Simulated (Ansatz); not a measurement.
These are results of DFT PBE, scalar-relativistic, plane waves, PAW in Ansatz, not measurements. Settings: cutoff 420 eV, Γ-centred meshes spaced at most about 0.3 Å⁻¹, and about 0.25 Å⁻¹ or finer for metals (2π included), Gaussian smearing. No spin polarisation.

These are static total energies at zero pressure.

Question: Which of these relaxed structures of Zn₆O is the lowest in energy?
A.

```
CELL_PARAMETERS angstrom
5.07738 0.00000 0.00000
-2.53869 4.39714 0.00000
0.00000 0.00000 9.02967
ATOMIC_POSITIONS crystal
Zn 0.97124 0.66227 0.38146
Zn 0.33773 0.02876 0.11854
Zn 0.69103 0.02876 0.38146
Zn 0.97124 0.30897 0.11854
Zn 0.33773 0.30897 0.38146
Zn 0.69103 0.66227 0.11854
Zn 0.66227 0.69103 0.61854
Zn 0.02876 0.69103 0.88146
Zn 0.30897 0.33773 0.88146
Zn 0.02876 0.33773 0.61854
Zn 0.30897 0.97124 0.61854
Zn 0.66227 0.97124 0.88146
O 0.33333 0.66667 0.25000
O 0.66667 0.33333 0.75000
```

B.

```
CELL_PARAMETERS angstrom
-3.45822 3.45822 2.47367
3.45822 -3.45822 2.47367
3.45822 3.45822 -2.47367
ATOMIC_POSITIONS crystal
Zn 0.75000 0.25000 0.50000
Zn 0.25000 0.75000 0.50000
Zn 0.70503 0.70503 0.41006
Zn 0.29497 0.29497 0.58994
Zn 0.70503 0.29497 0.00000
Zn 0.29497 0.70503 0.00000
O 0.50000 0.50000 0.00000
```

C.

```
CELL_PARAMETERS angstrom
2.99821 0.00000 0.00000
-1.49911 2.59653 0.00000
0.00000 0.00000 13.21989
ATOMIC_POSITIONS crystal
Zn 0.33333 0.66667 0.23099
Zn 0.00000 0.00000 0.01093
Zn 0.00000 0.00000 0.37905
Zn 0.33333 0.66667 0.53260
Zn 0.00000 0.00000 0.68874
Zn 0.33333 0.66667 0.84705
O 0.33333 0.66667 0.08563
```

Answer: C. The next of these, B, lies 79 meV/atom higher. Forms: C P3m1; B I4/mmm; A P-31c. Counting Zn atoms around O (those within 1.25 times the shortest such distance or 1.15 times the sum of covalent radii, 1.27 where that leaves under three): C has O 4; B has O 4; A has O 6. All come from invented guesses.

For metals, differences of a few meV/atom aren't resolved. Cells relaxed within their symmetry can be saddle points. Some types were kept out of the candidates beforehand, so the set may lack a known form.
